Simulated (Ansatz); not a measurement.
# CuI: the cost of one run

Program: Ansatz 0.2.0. Level of theory: DFT PBEsol, scalar-relativistic, plane waves, PAW. These are calculated values, not measurements.

3 further runs of the same task are left out: 3 set aside as unsound or not needed.

### Step 1. Starting point

Symmetry: P4/nmm, No. 129, tetragonal system. The conventional cell has a = 4.002 Å, b = 4.002 Å, c = 6.481 Å, α = 90.00°, β = 90.00°, γ = 90.00°. Cu (site symmetry -4m2) has 4 I at 2.62 Å and 4 Cu at 2.83 Å as nearest neighbours. I (site symmetry 4mm) is surrounded by 4 Cu at 2.62 Å.

Structure file:

```
CELL_PARAMETERS angstrom
4.00198 0.00000 0.00000
0.00000 4.00198 0.00000
0.00000 0.00000 6.48052
ATOMIC_POSITIONS crystal
Cu 0.50000 0.50000 0.00000
Cu 0.00000 0.00000 0.00000
I 0.50000 0.00000 0.26152
I 0.00000 0.50000 0.73848
```

It goes back to an entry of the Materials Project, which need not be the stable form.

It is the result of an earlier relaxation at this level (volume 25.95 Å³/atom; gap on the mesh: 1.52 eV).

### Step 2. Zero strain

Input file input.yaml:

```yaml
crystal:
  lattice:
    - [4.0019816011, 0.0, 0.0]
    - [0.0, 4.0019816011, 0.0]
    - [0.0, 0.0, 6.4805207564]
  atoms:
    - { symbol: Cu, position: [0.5, 0.5, 0.0] }
    - { symbol: Cu, position: [0.0, 0.0, 0.0] }
    - { symbol: I, position: [0.5, 0.0, 0.2615208265] }
    - { symbol: I, position: [0.0, 0.5, 0.7384791735] }
basis:
  ecutwfc: 420
kpoints:
  mp_grid: { grid: [8, 8, 4] }
hamiltonian:
  xc: pbesol
scf:
  occupations: { method: gaussian, width: 0.02 }
output:
  forces: true
  stress: true
  eigenvalues: true
```

Launch:

```console
> ansatz run input.yaml --threads 1 --pin off --max-ram 2560MiB --backend cpu --events-out ev --progress --plain --runs-dir out
```

Q: Estimate wall time and peak memory on 1 thread of Intel Xeon 6975P-C (Granite Rapids), shared host.

About 6 s, with a peak of 0.51 GiB.
